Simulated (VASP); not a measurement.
Wanted: the native input for a VASP 6.6.1 run.

| Property | Result |
| --- | --- |
| Task | relaxation of cell and atoms |
| Functional | PBE |
| Potentials or basis | VASP PAW PBE potentials, release 64 (Zr_sv, C) |
| Cutoff | 520 eV |
| k mesh | 10 × 10 × 10 |
| Occupations | gaussian, width 0.1 eV |
| Spin | no spin polarisation |
| Further INCAR settings | ALGO = Normal; EDIFF = 1e-07; IBRION = 2; EDIFFG = -0.002; NSW = 80; ISIF = 3 |

The structure of ZrC lies in POSCAR:

```
ZrC                                     
1.0
   -0.0000000000      2.3552261102      2.3552261102
    2.3552261102      0.0000000000      2.3552261102
    2.3552261102      2.3552261102     -0.0000000000
  Zr              C             
     1     1
Direct
     0.5000000000000000    0.5000000000000000    0.5000000000000000
     0.0000000000000000    0.0000000000000000    0.0000000000000000
```

One way to write it, as run:

INCAR

```
PREC = Accurate ; ENCUT = 520
EDIFF = 1E-7 ; ISMEAR = 0
SIGMA = 0.1 ; LREAL = F
LASPH = T ; NELM = 80
ALGO = Normal ; ISIF = 3
LWAVE = F ; LCHARG = F
GGA = PE ; IBRION = 2
NSW = 80 ; EDIFFG = -0.002
```

KPOINTS

```
Automatic mesh
0
Gamma
  10 10 10
```

Potentials or basis: VASP PAW PBE potentials, release 64 (Zr_sv, C).

Command:

```bash
$ cat potpaw_PBE.64/Zr_sv/POTCAR potpaw_PBE.64/C/POTCAR > POTCAR
$ mpirun -np 1 vasp_std > vasp.out
```

Results of the run:

```
Pressure after relaxing : 0.0 GPa
Band gap on the k mesh  : none (metal or under the smearing width)
```

Caveat: the relaxation stopped at its first step, so nothing moved.

It took 20 s on 1 thread of Intel(R) Xeon(R) Platinum 8259CL CPU @ 2.50GHz (Skylake/Cascade Lake) (shared host), peak memory 0.16 GiB.
